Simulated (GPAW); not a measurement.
The system is BAs.

```
As B
1.0
     0.00000    2.38850    2.38850
     2.38850    0.00000    2.38850
     2.38850    2.38850    0.00000
As B
1 1
Direct
  0.75000 0.75000 0.75000
  0.00000 0.00000 0.00000
```

Base run:

- Program: GPAW 26.7.0
- Functional: PBEsol
- Potentials or basis: PAW data sets generated in the run's folder for this functional
- Cutoff: 800 eV
- Basis: pw
- k mesh: 10 × 10 × 10
- Occupations: fermi-dirac, width 0.05 eV
- Spin: no spin polarisation

Its results: band gap on the k mesh 1.08 eV, indirect (least direct gap 3.26 eV); pressure -0.3 GPa.

**Question.** The run is repeated on the same cell with these changes: spin from no spin polarisation to spin-orbit coupling, no magnetisation. What comes out?

**Answer.** Band gap on the k mesh 1.01 eV, indirect (least direct gap 3.04 eV); pressure -0.3 GPa.

Spin-orbit coupling splits the band edges, which narrows the gap.

Caveats: spin-orbit coupling was added after a scalar SCF, so levels and gaps hold it while energy, forces, pressure and moments don't (some runs); this program's spin-orbit splittings come out too wide for heavy elements (some runs).
